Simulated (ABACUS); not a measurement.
Runs of ABACUS 3.10.1 on KI. Symmetry: Fm-3m, No. 225, cubic system. The conventional cell has a = 7.066 Å, b = 7.066 Å, c = 7.066 Å, α = 90.00°, β = 90.00°, γ = 90.00°. I (site symmetry m-3m) is surrounded by 6 K at 3.53 Å. K (site symmetry m-3m) has 6 I at 3.53 Å as nearest neighbours. 

| task | level | potentials or basis | cell | k mesh | cutoff (eV) | radial cutoff of the potentials (pseudo_rcut) | SCF threshold on the density | eigensolver | symmetry key | threshold of the eigensolver | gap on the mesh (eV) | pressure (GPa) | V0 of scaled cells (Å³/atom) | B0 (GPa) |
| --- | --- | --- | --- | --- | --- | --- | --- | --- | --- | --- | --- | --- | --- | --- |
| single point | r2SCAN | SG15 ONCV 1.2 PBE, plane waves | as given | 4 × 4 × 4 | 1170 | 7 bohr | 1e-08 | dav | 1 | - | 4.57 | -0.1 | - | - |
| single point | PBEsol | PseudoDojo NC SR 0.4.1 PBEsol standard, plane waves | as given | 7 × 7 × 7 | 1007 | 7 bohr | 1e-08 | dav | 1 | - | 3.81 | -0.3 | - | - |
| relaxation of cell and atoms | LDA | GBRV ultrasoft 1.5 LDA, plane waves | relaxed | 6 × 6 × 6 | 544 | 10 bohr | 1e-08 | dav | 1 | - | 3.90 | 0.0 | - | - |
| equation of state | rPW86PBE | SPMS ONCV 1.0 PBE, plane waves | as given | 6 × 6 × 6 | 1007 | 10 bohr | 1e-08 | dav | 1 | - | - | - | 46.36 | 11 |
| single point | PBEsol | SPMS ONCV 1.0 PBE, plane waves | as given | 6 × 6 × 6 | 1007 | 7 bohr | 1e-08 | dav | 1 | - | 3.80 | (b) | - | - |
| single point | LDA | GBRV ultrasoft 1.5 LDA, plane waves | as given | 6 × 6 × 6 | 544 | 10 bohr | 1e-08 | dav | 1 | - | 3.60 | -1.8 | - | - |
| single point | PBE | PseudoDojo NC SR 0.5 PBE stringent, TZDP LCAO (the cutoffs set its grid) | as given | 6 × 6 × 6 | 1537 | 10 bohr | 1e-07 | genelpa | 1 | - | 3.97 | 0.6 | - | - |
| single point | PBE | PseudoDojo NC SR 0.4.1 PBE standard, plane waves | as given | 7 × 7 × 7 | 1007 | 10 bohr | 1e-08 | dav | 1 | - | 3.96 | 0.6 | - | - |
| equation of state | PBE | PseudoDojo NC SR 0.4.1 PBE standard, plane waves | as given | 7 × 7 × 7 | 1007 | 10 bohr | 1e-08 | dav | 1 | - | - | - | (a) | 11 |

Alike in all rows: no spin polarisation; smearing fermi-dirac 0.05 eV.

Question: Estimate the missing entries.

Answer: (a) 46.30; (b) -0.2.

Caveats: spin-orbit coupling is left out, which moves the levels of the heavy elements (some runs); the potentials were made for another functional, which shifts forces and pressure (some runs); an odd mesh through Γ misses points on the zone boundary, where band edges often lie (some runs); the volume moved by -11 % from the deposited cell, more than functionals usually miss (some runs); the atomic orbitals were generated for these runs and aren't a published set (some runs); the orbitals of K, Rb and Cs are too short, which can make volumes 7 to 10 % small (some runs); the basis of atomic orbitals isn't converged, which shifts pressures, moduli and gaps (some runs).

A k mesh can miss the band edges, and the runs leave out spin-orbit coupling on I.

Not every run made on this cell is shown here.
